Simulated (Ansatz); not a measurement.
## I: equation of state with PBE

I:

```
I
1.0
     0.00000    2.36560    3.90984
     2.19225    0.00000    3.90984
     2.19225    2.36560    0.00000
I
1
Direct
  0.00000 0.00000 0.00000
```

| Property | Result |
| --- | --- |
| Program | Ansatz 0.2.0 |
| Task | equation of state |
| Functional | PBE |
| Potentials or basis | Ansatz PAW polarizable |
| Cutoff | 420 eV |
| Density cutoff | 1680 eV |
| k mesh | 9 × 9 × 9 |
| Occupations | fermi-dirac, width 0.05 eV |
| Spin | no spin polarisation |

```
Equilibrium volume                        : 41.32 Å³/atom
Bulk modulus at fixed shape and positions : 24 GPa
Pressure derivative of the bulk modulus   : 5.3
```

Energy against volume, from the lowest point:
| volume (Å³/atom) | energy (meV/atom) |
| --- | --- |
| 38.120 | 21.82 |
| 38.931 | 11.65 |
| 39.742 | 4.87 |
| 40.553 | 1.10 |
| 41.364 | 0.00 |
| 42.175 | 1.24 |
| 42.986 | 4.56 |

All runs of the series together: 11 s on 2 threads of AMD EPYC 7B13 (Zen 3), on a shared host.

Caveat: the cell was scaled at fixed shape and fractional positions, which overstates the stiffness of a crystal with free parameters, most of all of layers and chains. The run has no spin-orbit coupling, so splittings on I are missing.
